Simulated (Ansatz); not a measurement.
Data:

ZrO2:
Space group P4₂/nmc, origin choice 1 (No. 137); a = b = 3.621 Å, c = 5.284 Å, α = β = γ = 90.00°

```
atom  site  symmetry       x       y       z
----  ----  --------  ------  ------  ------
Zr      2a      -4m2  0.0000  0.0000  0.0000
O       4d      2mm.  0.5000  0.0000  0.1926
```

This is the PBE-relaxed structure.

### Question
All from DFT-PBE in the program Ansatz with PAW potentials, unless another level is named. Estimate the electron effective mass.

### Answer
0.61, 0.61, 2.3 mₑ (principal values).

### Question
Next, the hole effective mass?

### Answer
0.74, 2.1, 8.3 mₑ (principal values).

### Question
Next, the conduction-band minimum?

### Answer
at Γ.

### Question
Next, the weight of the conduction-edge state by species (Voronoi cells)?

### Answer
Zr 75 %, O 25 %.

### Question
Next, the valence-band maximum?

### Answer
on the M–Γ line, 53 % of the way from M.

Space group P4_2/nmc. This is a known high-temperature phase of the composition, computed here at zero pressure and temperature. Symmetry was held in the PBE relaxation; its stability against distortions is not shown here. The run is not spin-polarised. Spin–orbit coupling is left out wherever it is not named.

Potentials: the earlier of the program's two PAW sets.

Edges and masses are those of Kohn–Sham bands, whose gap is no quasiparticle gap.
